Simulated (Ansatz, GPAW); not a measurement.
## A script for Cu$_{2}$O (GLLB-SC)

These are simulated results from GPAW 26.7.0, not measurements. The cell began as a measured structure and was relaxed with r2SCAN in plane waves (Ansatz 0.2.0). All runs are without spin polarisation.

The symmetry is Pn-3m (No. 224, cubic); a = 4.246 Å in the conventional setting, 12.76 Å³ an atom. Cu is surrounded by 2 O at 1.84 Å; O is surrounded by 4 Cu at 1.84 Å.

GLLB-SC is a model potential. Its fundamental gap is the Kohn-Sham gap plus a derivative discontinuity, which the script evaluates at the band edges among the listed k points. Its total energy isn't variational and serves nothing here.

The script, run.py:

```python
import json
from ase import Atoms
from gpaw import GPAW, PW, FermiDirac

atoms = Atoms(['Cu', 'Cu', 'Cu', 'Cu', 'O', 'O'],
              cell=[[4.24608047, 0.0, 0.0], [0.0, 4.24608047, 0.0], [0.0, 0.0, 4.24608047]],
              scaled_positions=[[0.25, 0.25, 0.25], [0.25, 0.75, 0.75], [0.75, 0.75, 0.25], [0.75, 0.25, 0.75], [0.0, 0.0, 0.0], [0.5, 0.5, 0.5]],
              pbc=True)
calc = GPAW(mode=PW(400), xc='GLLBSC', kpts={'size': (4, 4, 4), 'gamma': True},
            occupations=FermiDirac(0.02), maxiter=100, legacy_gpaw=True, txt='gpaw.txt')
atoms.calc = calc
res = {'energy': atoms.get_potential_energy(force_consistent=True)}
res['electrons'] = calc.get_number_of_electrons()
res['k'] = calc.get_ibz_k_points().tolist()
res['levels'] = [calc.get_eigenvalues(kpt=i).tolist() for i in range(len(res['k']))]
points = [[0.0, 0.0, 0.0], [0.0, 0.5, 0.0], [0.5, 0.5, 0.0], [0.5, 0.5, 0.5]]
bands = calc.fixed_density(kpts=points, symmetry='off', nbands=round(res['electrons']) // 2 + 6, convergence={'bands': -2}, txt='bands.txt')
res['points'] = [bands.get_eigenvalues(kpt=i).tolist() for i in range(len(points))]
homo, lumo = bands.get_homo_lumo()
potential = calc.hamiltonian.xc.response.calculate_discontinuity_potential(homo, lumo)
res['discontinuity'] = bands.hamiltonian.xc.response.calculate_discontinuity(potential)
json.dump(res, open('results.json', 'w'))
print('free energy (eV):', round(res['energy'], 5))
```

Command: `python run.py`. It took 18 s on 1 thread of Arm Neoverse V1 (shared host), peak memory 0.18 GiB.

The log gpaw.txt, trimmed of paths, versions and times, then the last line on the terminal. An iter line gives the energy in eV and the logarithms of the changes of orbitals (plane waves alone) and density (c: converged):

```
___ ___ ___ _ _ _
 |   |   |_  | | | |

 | | | | | . | | | |

 |__ |  _|___|_____|  26.7.0
 |___|_|

Input parameters:
  kpts: {gamma: True,
         size: (4, 4, 4)}
  maxiter: 100
  mode: {ecut: 400.0,
         name: pw}
  occupations: {fixmagmom: False,
                name: fermi-dirac,
                width: 0.02}
  xc: GLLBSC

System changes: positions, numbers, cell, pbc, initial_charges, initial_magmoms

Initialize ...

species:
  Cu:
    name:    Copper
    Z:       29.0
    valence: 11
    core:    18
    charge:  0.0  # [|e|]
    compensation charges:
      type: gauss
      rc: 0.33  # [Å]
      lmax: 2
    cutoffs:
      filter: 2.06  # [Å]
      core: 2.38  # [Å]
    projectors
    | kind |    occ | energy [eV] | rcut [Å] |

    |------|--------|-------------|----------|

    |   4s |  1.000 |      -7.104 |    1.164 |

    |   4p |  0.000 |      -2.358 |    1.164 |

    |   3d | 10.000 |      -8.481 |    1.058 |

    |    s |        |      20.107 |    1.164 |

    |    p |        |      24.854 |    1.164 |

    |    d |        |      18.730 |    1.058 |

    Using partial waves for Cu as LCAO basis

  O:
    name:    Oxygen
    Z:       8.0
    valence: 6
    core:    2
    charge:  0.0  # [|e|]
    compensation charges:
      type: gauss
      rc: 0.21  # [Å]
      lmax: 2
    cutoffs:
      filter: 1.17  # [Å]
      core: 0.83  # [Å]
    projectors
    | kind |    occ | energy [eV] | rcut [Å] |

    |------|--------|-------------|----------|

    |   2s |  2.000 |     -28.986 |    0.688 |

    |   2p |  4.000 |     -13.358 |    0.598 |

    |    s |        |      -1.774 |    0.688 |

    |    p |        |      13.853 |    0.598 |

    |    d |        |       0.000 |    0.619 |

    Using partial waves for O as LCAO basis

Reference energy: -184002.734111  # eV

Spin-paired calculation

Convergence criteria:
 Maximum [total energy] change in last 3 cyles: 0.0005 eV / valence electron
 Maximum integral of absolute [dens]ity change: 0.0001 electrons / valence electron
 Maximum integral of absolute [eigenst]ate change: 4e-08 eV^2 / valence electron
 Maximum number of scf [iter]ations: 100
 (Square brackets indicate name in SCF output, whereas a 'c' in
 the SCF output indicates the quantity has converged.)

Symmetries present (total): 24

  ( 1  0  0)  ( 1  0  0)  ( 1  0  0)  ( 1  0  0)  ( 0  1  0)  ( 0  1  0)
  ( 0  1  0)  ( 0  0  1)  ( 0  0 -1)  ( 0 -1  0)  ( 1  0  0)  ( 0  0  1)
  ( 0  0  1)  ( 0  1  0)  ( 0 -1  0)  ( 0  0 -1)  ( 0  0  1)  ( 1  0  0)

  ( 0  1  0)  ( 0  1  0)  ( 0  0  1)  ( 0  0  1)  ( 0  0  1)  ( 0  0  1)
  ( 0  0 -1)  (-1  0  0)  ( 1  0  0)  ( 0  1  0)  ( 0 -1  0)  (-1  0  0)
  (-1  0  0)  ( 0  0 -1)  ( 0  1  0)  ( 1  0  0)  (-1  0  0)  ( 0 -1  0)

  ( 0  0 -1)  ( 0  0 -1)  ( 0  0 -1)  ( 0  0 -1)  ( 0 -1  0)  ( 0 -1  0)
  ( 1  0  0)  ( 0  1  0)  ( 0 -1  0)  (-1  0  0)  ( 1  0  0)  ( 0  0  1)
  ( 0 -1  0)  (-1  0  0)  ( 1  0  0)  ( 0  1  0)  ( 0  0 -1)  (-1  0  0)

  ( 0 -1  0)  ( 0 -1  0)  (-1  0  0)  (-1  0  0)  (-1  0  0)  (-1  0  0)
  ( 0  0 -1)  (-1  0  0)  ( 0  1  0)  ( 0  0  1)  ( 0  0 -1)  ( 0 -1  0)
  ( 1  0  0)  ( 0  0  1)  ( 0  0 -1)  ( 0 -1  0)  ( 0  1  0)  ( 0  0  1)

64 k-points: 4 x 4 x 4 Monkhorst-Pack grid + [1/8,1/8,1/8]
10 k-points in the irreducible part of the Brillouin zone
       k-points in crystal coordinates                weights
   0:     0.00000000    0.00000000    0.00000000          1/64
   1:     0.25000000    0.00000000    0.00000000          6/64
   2:     0.25000000    0.25000000    0.00000000         12/64
   3:     0.25000000    0.25000000    0.25000000          8/64
   4:     0.50000000    0.00000000    0.00000000          3/64
   5:     0.50000000    0.25000000    0.00000000         12/64
   6:     0.50000000    0.25000000    0.25000000         12/64
   7:     0.50000000    0.50000000    0.00000000          3/64
   8:     0.50000000    0.50000000    0.25000000          6/64
   9:     0.50000000    0.50000000    0.50000000          1/64

Wave functions: Plane wave expansion
  Cutoff energy: 400.000 eV
  Number of coefficients (min, max): 1357, 1406
  Pulay-stress correction: 0.000000 eV/Ang^3 (de/decut=0.000000)
  Using FFTW library
  ScaLapack parameters: grid=1x1, blocksize=None
  Wavefunction extrapolation:
    Improved wavefunction reuse through dual PAW basis

Occupation numbers: Fermi-Dirac:
  width: 0.0200  # eV

Eigensolver
   Davidson(niter=2)

Densities:
  Coarse grid: 20*20*20 grid
  Fine grid: 40*40*40 grid
  Total Charge: 0.000000

Density mixing:
  Method: separate
  Backend: msr1
  Linear mixing parameter: 0.05
  old densities: 10
  Width of damping distribution: 1.1
  Damping of long wavelength oscillations: 20

Hamiltonian:
  XC and Coulomb potentials evaluated on a 40*40*40 grid
  Using the GLLBSC Exchange-Correlation functional
  External potential:
    NoExternalPotential

XC parameters: GLLBSC functional being used consists of
  -----------------------------------------------------------------------
  | Weight | Module     | Description                                   |

  -----------------------------------------------------------------------
  |  1.000 | SCREENING  | GGA_X_PBE_SOL with 2 nearest neighbor stencil |

  |  1.000 | RESPONSE   | eps=0.0500 eV                                 |

  |  1.000 | XC         | GGA_C_PBE_SOL with 2 nearest neighbor stencil |

  -----------------------------------------------------------------------

Memory estimate:
  Process memory now: 112.17 MiB
  Calculator: 18.23 MiB
    Density: 4.65 MiB
      Arrays: 1.59 MiB
      Localized functions: 1.84 MiB
      Mixer: 1.22 MiB
    Hamiltonian: 1.08 MiB
      Arrays: 1.04 MiB
      XC: 0.00 MiB
      Poisson: 0.00 MiB
      vbar: 0.04 MiB
    Wavefunctions: 12.50 MiB
      Arrays psit_nG: 8.15 MiB
      Eigensolver: 1.14 MiB
      Projections: 0.57 MiB
      Projectors: 2.11 MiB
      PW-descriptor: 0.52 MiB

Total number of cores used: 1

Number of atoms: 6
Number of atomic orbitals: 44
Number of bands in calculation: 38
Number of valence electrons: 56
Bands to converge: occupied

... initialized

Initializing position-dependent things.

Density initialized from atomic densities
Creating initial wave functions:
  38 bands from LCAO basis set

    .---------.
   /|         |

  / | Cu      |

 *  |    Cu   |

 |  |  O   Cu |

 |  .---------.
 | /Cu       /
 |/         /
 O---------*
Positions:
   0 Cu     1.061520    1.061520    1.061520    ( 0.0000,  0.0000,  0.0000)
   1 Cu     1.061520    3.184560    3.184560    ( 0.0000,  0.0000,  0.0000)
   2 Cu     3.184560    3.184560    1.061520    ( 0.0000,  0.0000,  0.0000)
   3 Cu     3.184560    1.061520    3.184560    ( 0.0000,  0.0000,  0.0000)
   4 O      0.000000    0.000000    0.000000    ( 0.0000,  0.0000,  0.0000)
   5 O      2.123040    2.123040    2.123040    ( 0.0000,  0.0000,  0.0000)

Unit cell:
           periodic     x           y           z      points  spacing
  1. axis:    yes    4.246080    0.000000    0.000000    20     0.2123
  2. axis:    yes    0.000000    4.246080    0.000000    20     0.2123
  3. axis:    yes    0.000000    0.000000    4.246080    20     0.2123

  Lengths:   4.246080   4.246080   4.246080
  Angles:   90.000000  90.000000  90.000000

Effective grid spacing dv^(1/3) = 0.2123

iter:   1   -30.642142
iter:   2   -25.260954   -0.86  -1.27
iter:   3   -25.254341   -2.62  -1.50
iter:   4   -24.058397   -1.72  -1.55
iter:   5   -24.060022   -2.69  -1.88
iter:   6   -23.958332   -2.78  -1.93
iter:   7   -23.973289   -3.55  -1.98
iter:   8   -23.983452c  -4.03  -2.15
iter:   9   -24.047145   -3.70  -2.44
iter:  10   -24.056097   -4.68  -3.04
iter:  11   -24.080190   -5.22  -3.12
iter:  12   -24.100034   -5.13  -3.37
iter:  13   -24.101745c  -5.57  -3.79
iter:  14   -24.099722c  -6.53  -4.06c
iter:  15   -24.099729c  -7.09  -4.19c
iter:  16   -24.099885c  -8.66c -5.14c

Converged after 16 iterations.

Energy contributions relative to reference atoms: (reference = -184002.734111)

Kinetic:        +16.253808
Potential:      -19.186792
External:        +0.000000
XC:             -22.271840
Entropy (-ST):   -0.000000
Local:           +1.104939
SIC:             +0.000000
--------------------------
Free energy:    -24.099885
Extrapolated:   -24.099885

GLLBSC response reference energy: 2.61220 eV (from HOMO)

Showing only first 2 kpts
 Kpt  Band  Eigenvalues  Occupancy
  0    26      2.61212    2.00000
  0    27      2.61212    2.00000
  0    28      3.33307    0.00000
  0    29      4.90535    0.00000

  1    26      2.46577    2.00000
  1    27      2.46577    2.00000
  1    28      3.98338    0.00000
  1    29      5.73132    0.00000

Fermi level: 2.98421

Gap: 0.721 eV
Transition (v -> c):
  (s=0, k=0, n=27, [0.00, 0.00, 0.00]) -> (s=0, k=0, n=28, [0.00, 0.00, 0.00])
No difference between direct/indirect transitions

free energy (eV): -24.09988
```

The gap in the log is over the mesh alone; results.json adds the listed points. GLLB-SC gives a gap of 0.99 eV (0.721 eV Kohn-Sham over the listed points plus 0.273 eV discontinuity). On the same cell, plane-wave PBE (Ansatz, 6×6×6 k points and the special points) gives a gap of 0.56 eV and r2SCAN a gap of 0.79 eV; on shared hosts these took about 5.9 and 13 core-seconds on the 6-atom cell, against 18 for the script. Semilocal gaps usually lie below measured ones.
